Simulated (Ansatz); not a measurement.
The system is Sb.

```
Sb
1.0
     2.15420    1.24373    3.75800
    -2.15420    1.24373    3.75800
     0.00000   -2.48746    3.75800
Sb
2
Direct
  0.76651 0.76651 0.76651
  0.23349 0.23349 0.23349
```

```yaml
Program: Ansatz 0.2.0
Task: relaxation of cell and atoms
Functional: revPBE
Potentials_or_basis: all-electron LAPW, scalar-relativistic
Basis_error_allowed: 0.001 eV/atom
k_mesh: 8 × 8 × 8
Occupations: fermi-dirac, width 0.05 eV
Spin: no spin polarisation
```

At the start: volume 30.21 Å³/atom.

**Question.** How do energy, volume and symmetry change on relaxing?

**Answer.** Over 7 steps the energy falls by 25.4 meV/atom and the volume is 32.97 Å³/atom (+9.1 %); space group R-3m (No. 166, to 0.05 Å).

The path:
```
step  energy change (eV)  largest force (eV/Å)  volume (Å³)
   1              0.0000                0.1817        60.41
   2             -0.0260                0.3323        67.23
   3             -0.0471                0.0817        65.17
   4             -0.0491                0.0280        65.02
   5             -0.0505                0.0077        65.67
   6             -0.0507                0.0008        65.93
   7             -0.0507                0.0008        65.93
```

Final structure:
```
CELL_PARAMETERS angstrom
2.19659 1.26820 3.94455
-2.19659 1.26820 3.94455
0.00000 -2.53641 3.94455
ATOMIC_POSITIONS crystal
Sb 0.76917 0.76917 0.76917
Sb 0.23083 0.23083 0.23083
```
